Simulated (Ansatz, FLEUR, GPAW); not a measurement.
## Equation of state of Cu3Al under PBEsol

```
Cu Al
1.0
     0.00000    2.88801    2.88801
     2.88801    0.00000    2.88801
     2.88801    2.88801    0.00000
Cu Al
3 1
Cartesian
  4.3320 4.3320 4.3320
  1.4440 1.4440 1.4440
  2.8880 2.8880 2.8880
  0.0000 0.0000 0.0000
```

The cell comes from a database or a generator and needn't be the stable form of this composition.

The cell was scaled at fixed shape and fractions and run with FLEUR, all-electron, FLAPW; PBEsol, k mesh 8 × 8 × 8 on the cell of 4 atoms, fermi-dirac occupations of 0.05 eV, no spin polarisation, no spin-orbit coupling. Energies are those that the program minimises, any entropy of the smearing included. For a metal such a mesh isn't converged to the digits shown.

```tsv
V (Å³/atom)	energy over the lowest row (meV/atom)
11.3213	19.022
11.5621	7.225
11.8030	1.142
12.0439	0.000
12.2848	?
12.5256	10.735
12.7665	21.517
```

Task: Fit the third-order Birch-Murnaghan form, give V0, B0 and B′, and predict the energy left open.

Result: With y = (V0/V)^(2/3), E = E0 + (9 V0 B0/16) [(y - 1)³ B′ + (y - 1)² (6 - 4y)]. Least squares through the rows shown give V0 = 11.9782 Å³/atom, E0 = -0.138 meV, B0 = 152.1 GPa (1 eV/Å³ = 160.218 GPa) and B′ = 5.04, with a largest miss of 0.031 meV. At V = 12.2848 the form with these constants gives 3.402 meV; the run gave 3.376 meV an atom. Other set-ups at this level, from all their volumes (Å³/atom, GPa): GPAW, PAW data sets generated for this functional: V0 12.113, B0 149.1; Ansatz, all-electron LAPW, scalar-relativistic: V0 11.982, B0 152.
